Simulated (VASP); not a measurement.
Input of a VASP 6.6.1 run:

File POSCAR:

```
Rb
1.0
   -2.8025000000      2.8025000000      2.8025000000
    2.8025000000     -2.8025000000      2.8025000000
    2.8025000000      2.8025000000     -2.8025000000
Rb
1
Direct
    0.0000000000      0.0000000000      0.0000000000
```

INCAR.step1

```
PREC = Normal
ENCUT = 630
EDIFF = 1E-8
ISMEAR = -1
SIGMA = 0.02
LREAL = F
LASPH = T
NELM = 80
ALGO = Fast
ISIF = 3
LWAVE = F
LCHARG = F
ISPIN = 2
MAGMOM = 0.5
LORBIT = 11
IBRION = 2
NSW = 40
EDIFFG = -0.002
```

The input INCAR.step2:

```
PREC = Normal
ENCUT = 630
EDIFF = 1E-8
ISMEAR = -1
SIGMA = 0.02
LREAL = F
LASPH = T
NELM = 80
ALGO = Fast
ISIF = 2
LWAVE = F
LCHARG = F
ISPIN = 2
MAGMOM = 0.5
LORBIT = 11
IBRION = 8
NSW = 1
```

Contents of KPOINTS:

```
regular mesh
0
Gamma
  5 5 5
```

Potentials or basis: VASP PAW LDA potentials, release 64 (Rb_sv_GW).

The run is started by

```sh
$ cat potpaw_LDA.64/Rb_sv_GW/POTCAR > POTCAR
$ cp INCAR.step1 INCAR
$ mpirun -np 1 vasp_std > vasp.out
$ cp CONTCAR POSCAR
$ cp INCAR.step2 INCAR
$ mpirun -np 1 vasp_std > vasp.out
```

(1) Predict the net moment.

(2) Estimate the relaxed cell.

Results:

(1) 0.12 μB per cell.

(2) a = 4.638 Å, b = 4.638 Å, c = 4.638 Å, α = 109.47°, β = 109.47°, γ = 109.47°.
